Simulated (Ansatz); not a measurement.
## Nuclear-site quantities of Sc as the cell is scaled

```yaml
crystal:
  lattice:
    - [-1.91721, 1.91721, 1.71760]
    - [1.91721, -1.91721, 1.71760]
    - [1.91721, 1.91721, -1.71760]
  atoms:
    - { symbol: Sc, position: [0.00000, 0.00000, 0.00000] }
```

Structure from Materials Project entry mp-1056366 (possibly hypothetical), not relaxed further.

Spin polarisation is left out, and whether a magnetic state lies lower isn't shown here.

Method: Ansatz 0.2.0, DFT, LDA, all-electron PAW with datasets made for the crystal, scalar-relativistic.

Settings: a Γ-centred 13×13×13 k mesh, Fermi–Dirac smearing of 0.03 eV, cutoff 220 eV (chosen by the program for this cell), no spin polarisation.

The contact density is the mean electron density over the nuclear volume; its changes follow the s electrons' response to bonding and compression. Changes below are taken from the unscaled cell, where it is 48283.8 e/Å³ at Sc.

```
V/V(cell)  P (GPa)  Δρ(0) Sc (e/Å³)
   0.9405     -2.7                ?
   1.0000     -5.4             0.00
   1.0600     -7.5                ?
```

(1) Give the missing entry: row "0.9405", column "Δρ(0) Sc (e/Å³)".

(2) Give the missing entry: row "1.0600", column "Δρ(0) Sc (e/Å³)".

The datasets are made afresh for each cell, so very small changes are uncertain.

## Answers

(1) 0.57.

(2) -0.51.
